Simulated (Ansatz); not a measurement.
Lu:

```
Lu
1.0
     3.50310    0.00000    0.00000
    -1.75155    3.03377    0.00000
     0.00000    0.00000    5.55090
Lu
2
Direct
  0.66667 0.33333 0.75000
  0.33333 0.66667 0.25000
```

Base run:

* Program: Ansatz 0.2.0
* Functional: PBE
* Potentials or basis: Ansatz PAW soft_1
* Cutoff: 420 eV
* Density cutoff: 1680 eV
* k mesh: 9 × 9 × 5
* Occupations: fermi-dirac, width 0.05 eV
* Spin: no spin polarisation

Its results: band gap on the k mesh none (metal or under the smearing width); pressure -0.5 GPa.

Problem. The run is repeated on the same cell with these changes: functional from PBE to PBEsol; potentials or basis from Ansatz PAW soft_1 to JTH PAW; cutoff from 420 eV to 1290 eV; density cutoff from 1680 eV to 5160 eV. What comes out?

Solution. Band gap on the k mesh none (metal or under the smearing width); pressure -3.3 GPa.

Not every run made on this cell is shown here.
